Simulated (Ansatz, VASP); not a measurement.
## One calculation of Ru, two programs

```
CELL_PARAMETERS angstrom
2.70600 0.00000 0.00000
1.35300 2.34346 0.00000
0.00000 0.00000 30.24600
ATOMIC_POSITIONS crystal
Ru 0.00000 0.00000 0.29438
Ru 0.33333 0.33333 0.36090
Ru 0.00000 0.00000 0.43035
Ru 0.33333 0.33333 0.50000
Ru 0.00000 0.00000 0.56965
Ru 0.33333 0.33333 0.63910
Ru 0.00000 0.00000 0.70562
```

Alike in both runs: functional LDA; k mesh 16 × 16 × 1; occupations gaussian, width 0.1 eV; no spin polarisation.

Ansatz relaxed the structure, and its values are those at the end. VASP's run is a single point on that final structure, the one shown.

|  | VASP | Ansatz |
| --- | --- | --- |
| version | VASP 6.6.1 | Ansatz 0.2.0 |
| potentials or method | VASP PAW LDA potentials, release 64 (Ru_pv) | scalar-relativistic, plane waves, PAW |
| plane-wave cutoff (eV) | 520 | 420 |
| valence electrons in the cell | 98 | 112 |

VASP gave:

| Quantity | Value |
| --- | --- |
| gap on the k mesh at the Fermi level (eV) | none |
| rms of the force components (eV/Å) | 0.022 |

Task: Which values does Ansatz return?

Result: gap on the k mesh at the Fermi level (eV): none; rms of the force components (eV/Å): 0.001.

A gap of «none» marks a metal or a gap that the smearing closes. The two sets of potentials don't hold the same shells in valence. Ansatz warned: «gradients_without_spin_orbit».
